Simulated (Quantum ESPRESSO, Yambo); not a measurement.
# BP (F-43m): G0W0 in Yambo against the bands, part 2 of 2

How does the gap of BP (F-43m) converge in the bands?

Yambo 5.3.0; PBE and many-body steps on it, plane waves. Known limits of the many-body steps: not at the basis limit; coarse k mesh.

So far. Step 4 (73 bands): Against the run before, the gap moves by +0.051 eV.

## (5) 132 bands

Level of this step: G0W0 on PBE, plane waves, norm-conserving pseudopotentials (Yambo).

gw4.in reads:

```
HF_and_locXC
gw0
dyson
ppa
em1d
rim_cut
RandQpts= 1000000
RandGvec= 1 RL
EXXRLvcs= 68 Ry
VXCRLvcs= 272 Ry
Chimod= "HARTREE"
% BndsRnXp
 1 | 132 |
%
NGsBlkXp= 15.5 Ry
% LongDrXp
 1 | 1 | 1 |
%
% GbndRnge
 1 | 132 |
%
DysSolver= "n"
ExtendOut
PPAPntXp= 27.21138 eV
% QPkrange
 1 | 1 | 3 | 6 |
 7 | 7 | 3 | 6 |
%
```

Run with:

```console
$ OMP_NUM_THREADS=1 mpirun -n 4 yambo -F gw4.in -J gw4 -C gw4 > gw4.log
```

The log of the run:

```text
 Yambo, version 5.3.0

 [02] CORE Variables Setup
 =========================

  [... cell, symmetries and grids as in the set-up ...]

  [02.05] Energies & Occupations
  ==============================

  [X] === General ===
  [X] Electronic Temperature                        :  0.000000  0.000000 [eV K]
  [X] Bosonic    Temperature                        :  0.000000  0.000000 [eV K]
  [X] Finite Temperature mode                       : no
  [X] El. density                                   :  0.34242E+24 [cm-3]
[...]
QP @ state[ 1 ] b range                          :   3   6
   QP @ state[ 2 ] K range                          :   7   7
   QP @ state[ 2 ] b range                          :   3   6
   GF energies kind                                 : Perdew, Burke & Ernzerhof(X)+Perdew, Burke & Ernzerhof(C)
   GF WF`s kind                                     : Perdew, Burke & Ernzerhof(X)+Perdew, Burke & Ernzerhof(C)
   Xs energies kind                                 : Perdew, Burke & Ernzerhof(X)+Perdew, Burke & Ernzerhof(C)
   Xs WF`s kind                                     : Perdew, Burke & Ernzerhof(X)+Perdew, Burke & Ernzerhof(C)

 [11] Game Over & Game summary
```

It took 36 s on 4 MPI ranks of Arm Neoverse V1, shared host; peak memory 1.3 GiB; 2.3 min of CPU time.

Numbers from this step:

* G0W0 gap on the points computed: 2.058 eV
* starting gap on the mesh: 1.347 eV
* k of the valence top: 0, 0, 0
* k of the conduction bottom: 0, -0.5, -0.5
* least direct G0W0 gap on the computed points: 4.280 eV

Against the run before, the gap moves by +0.033 eV.

## (6) 201 bands

gw5.in, as its differences from gw4.in of step 5:

```diff
@@ -12,3 +12,3 @@
 % BndsRnXp
- 1 | 132 |
+ 1 | 201 |
 %
@@ -19,3 +19,3 @@
 % GbndRnge
- 1 | 132 |
+ 1 | 201 |
 %
```

Run with:

```console
$ OMP_NUM_THREADS=1 mpirun -n 4 yambo -F gw5.in -J gw5 -C gw5 > gw5.log
```

The log of the run:

```text
 Yambo, version 5.3.0

 [02] CORE Variables Setup
 =========================

  [... cell, symmetries and grids as in the set-up ...]

  [02.05] Energies & Occupations
  ==============================

  [X] === General ===
  [X] Electronic Temperature                        :  0.000000  0.000000 [eV K]
  [X] Bosonic    Temperature                        :  0.000000  0.000000 [eV K]
  [X] Finite Temperature mode                       : no
  [X] El. density                                   :  0.34242E+24 [cm-3]
[...]
QP @ state[ 1 ] b range                          :   3   6
   QP @ state[ 2 ] K range                          :   7   7
   QP @ state[ 2 ] b range                          :   3   6
   GF energies kind                                 : Perdew, Burke & Ernzerhof(X)+Perdew, Burke & Ernzerhof(C)
   GF WF`s kind                                     : Perdew, Burke & Ernzerhof(X)+Perdew, Burke & Ernzerhof(C)
   Xs energies kind                                 : Perdew, Burke & Ernzerhof(X)+Perdew, Burke & Ernzerhof(C)
   Xs WF`s kind                                     : Perdew, Burke & Ernzerhof(X)+Perdew, Burke & Ernzerhof(C)

 [11] Game Over & Game summary
```

Wall time 54 s (4 MPI ranks); peak memory 1.4 GiB.

Numbers from this step:

- G0W0 gap on the points computed: 2.067 eV
- starting gap on the mesh: 1.347 eV
- k of the valence top: 0, 0, 0
- k of the conduction bottom: 0, -0.5, -0.5
- least direct G0W0 gap on the computed points: 4.284 eV

Against the run before, the gap moves by +0.010 eV.

## (7) 279 bands

gw6.in, as its differences from gw5.in of step 6:

```diff
@@ -12,3 +12,3 @@
 % BndsRnXp
- 1 | 201 |
+ 1 | 279 |
 %
@@ -19,3 +19,3 @@
 % GbndRnge
- 1 | 201 |
+ 1 | 279 |
 %
```

Run with:

```console
$ OMP_NUM_THREADS=1 mpirun -n 4 yambo -F gw6.in -J gw6 -C gw6 > gw6.log
```

The log of the run:

```text
 Yambo, version 5.3.0

 [02] CORE Variables Setup
 =========================

  [... cell, symmetries and grids as in the set-up ...]

  [02.05] Energies & Occupations
  ==============================

  [X] === General ===
  [X] Electronic Temperature                        :  0.000000  0.000000 [eV K]
  [X] Bosonic    Temperature                        :  0.000000  0.000000 [eV K]
  [X] Finite Temperature mode                       : no
  [X] El. density                                   :  0.34242E+24 [cm-3]
[...]
QP @ state[ 1 ] b range                          :   3   6
   QP @ state[ 2 ] K range                          :   7   7
   QP @ state[ 2 ] b range                          :   3   6
   GF energies kind                                 : Perdew, Burke & Ernzerhof(X)+Perdew, Burke & Ernzerhof(C)
   GF WF`s kind                                     : Perdew, Burke & Ernzerhof(X)+Perdew, Burke & Ernzerhof(C)
   Xs energies kind                                 : Perdew, Burke & Ernzerhof(X)+Perdew, Burke & Ernzerhof(C)
   Xs WF`s kind                                     : Perdew, Burke & Ernzerhof(X)+Perdew, Burke & Ernzerhof(C)

 [11] Game Over & Game summary
```

It took 72 s on 4 MPI ranks; peak memory 1.5 GiB.

Numbers from this step:

| Property | Result |
| --- | --- |
| G0W0 gap on the points computed | 2.071 eV |
| starting gap on the mesh | 1.347 eV |
| k of the valence top | 0, 0, 0 |
| k of the conduction bottom | 0, -0.5, -0.5 |
| least direct G0W0 gap on the computed points | 4.285 eV |

Against the run before, the gap moves by +0.003 eV.

## (8) The runs together

Times are wall times on 4 MPI ranks of Arm Neoverse V1, shared host, good to a factor of about two.

| run | mesh | bands | screening cutoff (eV) | DFT gap (eV) | gap on the mesh (eV) | direct (eV) | time |
| --- | --- | --- | --- | --- | --- | --- | --- |
| 20 bands | 4×4×4 | 20 | 210.9 | 1.347 | 1.945 | 4.277 | 7.9 s |
| 38 bands | 4×4×4 | 38 | 210.9 | 1.347 | 1.974 | 4.252 | 12 s |
| 73 bands | 4×4×4 | 73 | 210.9 | 1.347 | 2.025 | 4.267 | 21 s |
| 132 bands | 4×4×4 | 132 | 210.9 | 1.347 | 2.058 | 4.280 | 36 s |
| 201 bands | 4×4×4 | 201 | 210.9 | 1.347 | 2.067 | 4.284 | 54 s |
| 279 bands | 4×4×4 | 279 | 210.9 | 1.347 | 2.071 | 4.285 | 72 s |

## (9) What came out

| Property | Result |
| --- | --- |
| 20 bands | 1.945 eV |
| 38 bands | 1.974 eV |
| 73 bands | 2.025 eV |
| 132 bands | 2.058 eV |
| 201 bands | 2.067 eV |
| 279 bands | 2.071 eV |
| known limits | not at the basis limit; coarse k mesh |

The setting moved: bands. From 20 bands to 279 bands the gap moves by +0.13 eV, for 9.1 times the time. It holds to 0.03 eV from 132 bands on. Bands and screening cutoff are coupled, so a series along one setting does not show full convergence. Bands and cutoff are finite, so the gap is not at the basis limit. The miss can reach some tenths of an eV and take either sign; the mesh is an error of its own. In the G0W0 runs levels were corrected at 2 k points alone, so a gap called «on the mesh» is the least over those, and an edge elsewhere would be missed. A denser mesh or path gives a starting gap of 1.26 eV: the GW mesh misses a band edge, so its gaps are not the fundamental one. The 4×4×4 mesh is coarse for this cell, which bears on the long-range parts of exchange and screening.

[Paths, hosts, dates, memory and timing lines, banners, echoed tables and standing remarks are left out of the program output.]

[Logs are printed without paths, hosts, clocks, repeated set-up lines and the standing remarks that a program may print on its own settings, such as how far it seeks lower states.]

[Runs of the session that timed out or met a known fault of the program may be left out.]

[Hosts, paths, dates, database ids (printed as entryN), source tags and the programs' standing remarks are cut or masked in the printed files.]
